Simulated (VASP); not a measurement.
Here is a VASP 6.6.1 calculation.

Contents of POSCAR:

```
BN
1.0
    0.0000000000      1.8066506800      1.8066506800
    1.8066506800      0.0000000000      1.8066506800
    1.8066506800      1.8066506800      0.0000000000
  B               N
     1     1
Direct
     0.0000000000000000    0.0000000000000000    0.0000000000000000
     0.2500000000000000    0.2500000000000000    0.2500000000000000
```

INCAR.step1

```
SYSTEM = BN
ALGO     = Normal         ! electronic algorithm
EDIFF    = 1E-8           ! SCF threshold, eV
EDIFFG   = -0.002         ! ionic threshold
ENCUT    = 600            ! plane-wave cutoff, eV
IBRION   = 2              ! ionic algorithm
ISIF     = 3              ! what is computed and relaxed
ISMEAR   = -1             ! smearing method
KPAR     = 4            
LASPH    = .True.         ! aspherical terms in the spheres
LCHARG   = .False.        ! write CHGCAR
LMIXTAU  = .True.       
LREAL    = .False.        ! projectors in reciprocal space
LWAVE    = .False.        ! write WAVECAR
METAGGA  = R2SCAN         ! meta-GGA
NELM     = 60             ! most SCF steps
NSW      = 40             ! ionic steps
PREC     = Accurate       ! precision mode
SIGMA    = 0.05           ! smearing width, eV
```

File INCAR.step2:

```
SYSTEM = BN
ALGO     = Normal         ! electronic algorithm
EDIFF    = 1E-8           ! SCF threshold, eV
ENCUT    = 600            ! plane-wave cutoff, eV
IBRION   = 6              ! ionic algorithm
ISIF     = 3              ! what is computed and relaxed
ISMEAR   = -1             ! smearing method
KPAR     = 4            
LASPH    = .True.         ! aspherical terms in the spheres
LCHARG   = .False.        ! write CHGCAR
LMIXTAU  = .True.       
LREAL    = .False.        ! projectors in reciprocal space
LWAVE    = .False.        ! write WAVECAR
METAGGA  = R2SCAN         ! meta-GGA
NELM     = 60             ! most SCF steps
NFREE    = 2            
NSW      = 1              ! ionic steps
POTIM    = 0.015          ! step
PREC     = Accurate       ! precision mode
SIGMA    = 0.05           ! smearing width, eV
```

Contents of KPOINTS:

```
k-points
0
Gamma
  10 10 10
  0 0 0
```

Potentials or basis: VASP PAW PBE potentials, release 64 (B, N).

Run with:

```bash
$ cat potpaw_PBE.64/B/POTCAR potpaw_PBE.64/N/POTCAR > POTCAR
$ cp INCAR.step1 INCAR
$ mpirun -np 4 vasp_std > vasp.out
$ cp CONTCAR POSCAR
$ cp INCAR.step2 INCAR
$ mpirun -np 4 vasp_std > vasp.out
```

Task: Predict the elastic constants C11, C12, C44.

Result: 820, 176, 466 GPa.

Task: Predict the Voigt bulk modulus.

Result: 391 GPa.

Task: Predict the highest phonon frequency at Γ, LO-TO splitting left out.

Result: 1041 cm⁻¹.

Elastic tensor in Voigt notation (GPa, in the Cartesian axes of the cell as first typed):
```
820 176 176   0   0   0
176 820 176   0   0   0
176 176 820   0   0   0
  0   0   0 466   0   0
  0   0   0   0 466   0
  0   0   0   0   0 466
```

Caveat: the PAW data sets were made with another functional, which shifts forces and pressure a little.
